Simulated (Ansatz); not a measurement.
BN:

```
CELL_PARAMETERS angstrom
0.00000 1.81300 1.81300
1.81300 0.00000 1.81300
1.81300 1.81300 0.00000
ATOMIC_POSITIONS crystal
N 0.25000 0.25000 0.25000
B 0.00000 0.00000 0.00000
```

The cell is a database's computed one.

Base run:

```yaml
Program: Ansatz 0.2.0
Functional: PBEsol
Potentials_or_basis: all-electron LAPW, scalar-relativistic
Cutoff: 446 eV
Density_cutoff: 1784 eV
Basis_error_allowed: 0.001 eV/atom
k_mesh: 13 × 13 × 13
Occupations: fermi-dirac, width 0.05 eV
Spin: no spin polarisation
```

Its results: band gap on the k mesh 4.35 eV, indirect (least direct gap 8.72 eV); pressure -6.3 GPa.

**Question.** After a change of settings the same cell gave: band gap on the k mesh 4.57 eV, indirect (least direct gap 8.85 eV); pressure 5.4 GPa. Which change was it?
A. functional from PBEsol to revPBE
B. functional from PBEsol to RPBE
C. functional from PBEsol to PBE; occupations from fermi-dirac, width 0.05 eV to gaussian, width 0.017 eV
D. potentials or basis from all-electron LAPW, scalar-relativistic to all-electron PAW datasets made for the crystal; k mesh from 13 × 13 × 13 to 10 × 10 × 10

**Answer.** B.

RPBE binds less tightly than PBEsol, so the same cell stands under more pressure.

Caveats: an odd mesh through Γ misses points on the zone boundary, where band edges often lie (some runs).

Not every run made on this cell is shown here.
